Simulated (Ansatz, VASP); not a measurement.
**One calculation of NaCl, two programs**

```
Na Cl
1.0
     3.64308    0.00000    0.00000
     0.00000    3.64308    0.00000
     0.00000    0.00000    3.64308
Na Cl
1 1
Direct
  0.00000 0.00000 0.00000
  0.50000 0.50000 0.50000
```

Alike in both runs: task single point; functional PBE; k mesh 6 × 6 × 6; occupations gaussian, width 0.02 eV; no spin polarisation.

|  | VASP | Ansatz |
| --- | --- | --- |
| version | VASP 6.6.1 | Ansatz 0.2.0 |
| potentials or method | VASP PAW PBE potentials, release 64 (Na_pv, Cl) | scalar-relativistic, plane waves, PAW |
| plane-wave cutoff (eV) | 520 | 420 |
| valence electrons in the cell | 14 | 16 |

|  | VASP | Ansatz | Ansatz less VASP |
| --- | --- | --- | --- |
| gap on the k mesh at the Fermi level (eV) | 3.62 | 3.62 | 0.000 |
| least direct gap on the mesh (eV) | 4.02 | 4.02 | 0.000 |
| pressure (GPa) | -2.3 | -2.3 | +0.05 |

The two sets of potentials don't hold the same shells in valence.

A k mesh can miss the band edges.
